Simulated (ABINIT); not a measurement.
Set up this calculation in ABINIT 10.8.3 (patched build), as the native input.

```yaml
Task: single point
Functional: LDA
Potentials_or_basis: JTH PAW LDA v2.0
Cutoff: 544 eV
k_mesh: 7 × 7 × 7
Occupations: fermi-dirac, width 0.05 eV
Spin: collinear spin, ferromagnetic start
Starting_moments: "[4.0, 0.0] μB"
Fine-grid_cutoff: 1088.46 eV
```

Crystal: MnS.

```xyz
2
Lattice="0.0000 2.6045 2.6045 2.6045 0.0000 2.6045 2.6045 2.6045 0.0000" Properties=species:S:1:pos:R:3 pbc="T T T"
Mn    0.0000    0.0000    0.0000
S     2.6045    2.6045    2.6045
```

The input as run:

run.abi

```
pp_dirpath "./"
pseudos "Mn.LDA_PW-JTH.xml, S.LDA_PW-JTH.xml"

acell 3*1.0
rprim
     0.0000000000     4.9217916916     4.9217916916
     4.9217916916     0.0000000000     4.9217916916
     4.9217916916     4.9217916916     0.0000000000
ntypat 2
znucl 25 16
natom 2
typat 1 2
xred
     0.0000000000     0.0000000000     0.0000000000
     0.5000000000     0.5000000000     0.5000000000

ecut 544.227725 eV
pawecutdg 40.0

kptopt 1
ngkpt 7 7 7
nshiftk 1
shiftk 0.0 0.0 0.0

ixc 7

nband 16
occopt 3
tsmear 0.05 eV

nsppol 2
spinat
     0.0000000000     0.0000000000     4.0000000000
     0.0000000000     0.0000000000     0.0000000000

nstep 100
tolvrs 1.0e-9

iomode 3
prtwf 0
prtden 0
prteig 0
prtebands 0
enunit 2
```

Potentials or basis: JTH PAW LDA v2.0.

Run with:

```sh
$ abinit run.abi > log 2>&1
```

It gave:

```json
{"Band gap on the k mesh": "none (metal or under the smearing width)", "Net moment": "4.57 μB per cell", "Site moments": "Mn +4.01; S +0.11 μB", "Valence electrons inside the program's atomic spheres": "Mn 13.00; S 3.57"}
```

Caveat: a cell with one magnetic atom can't hold antiferromagnetic order, which such compounds often take; semilocal functionals often make such compounds metallic where correlation or magnetic order opens a gap, which also shifts bond lengths.

It took 35 s on 1 thread of Arm Neoverse V1, on a shared host, peak memory 0.11 GiB.
